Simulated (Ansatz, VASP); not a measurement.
# One calculation of Ge, two programs

INCAR

```
PREC = Accurate
ENCUT = 520
EDIFF = 1E-6
ISMEAR = -1
SIGMA = 0.05
LREAL = False
LASPH = True
NELM = 100
ALGO = Normal
ISIF = 2
LWAVE = False
LCHARG = False
GGA = PS
NBANDS = 13
```

Contents of KPOINTS:

```
Automatic mesh
0
Gamma
  8 8 8
```

File POSCAR:

```
Ge
1.0
    1.3971490000     -2.6005160000      0.0000000000
    1.3971490000      2.6005160000      0.0000000000
    0.0000000000      0.0000000000      2.6982310000
Ge
1
Direct
    0.5000000000      0.5000000000      0.0000000000
```

The input input.yaml:

```yaml
crystal:
  lattice:
    - [1.397149, -2.600516, 0.0]
    - [1.397149, 2.600516, 0.0]
    - [0.0, 0.0, 2.698231]
  atoms:
    - { symbol: Ge, position: [0.5, 0.5, 0.0] }
kpoints:
  mp_grid: { grid: [8, 8, 8] }
  band_path:
    path:
      - [0.0, 0.0, 0.0]
      - [0.3221616403, 0.3221616403, 0.0]
      - [0.0, 0.5, 0.0]
      - [0.0, 0.5, 0.5]
      - [0.3221616403, 0.3221616403, 0.5]
      - [0.0, 0.0, 0.5]
      - [0.0, 0.0, 0.0]
      - [-0.5, 0.5, 0.0]
    npoints: 10
scf:
  occupations: { method: fermi_dirac, width: 0.05 }
hamiltonian:
  xc: pbesol
  pseudopotentials: { kind: all_electron, lapw: { basis_error: 0.001 } }
output:
  forces: true
  stress: true
  eigenvalues: true
```

Alike in both runs: functional PBEsol; k mesh 8 × 8 × 8; occupations fermi-dirac, width 0.05 eV; no spin polarisation.

```csv
,VASP,Ansatz
version,VASP 6.6.1,Ansatz 0.2.0
potentials or method,"VASP PAW PBE potentials, release 64 (Ge_d)","all-electron LAPW, scalar-relativistic"
plane-wave cutoff (eV),520,see its input
task,single point,band structure
```

Ansatz gave:

| Property | Result |
| --- | --- |
| gap on the k mesh at the Fermi level (eV) | none |
| pressure (GPa) | -4.4 |
| largest component of the traceless stress (GPa) | 2.42 |

**Question.** Which values does VASP return?

**Answer.** gap on the k mesh at the Fermi level (eV): none; pressure (GPa): -4.5; largest component of the traceless stress (GPa): 2.42.

A gap of «none» marks a metal or a gap that the smearing closes. Ansatz ran all-electron here, so the differences hold the error of VASP's frozen core and of both bases.

Caveats: the PAW data sets were made with another functional, which shifts forces and pressure a little (VASP); the k mesh is thin for a metal, which can move the energy by tens of meV per atom (Ansatz).
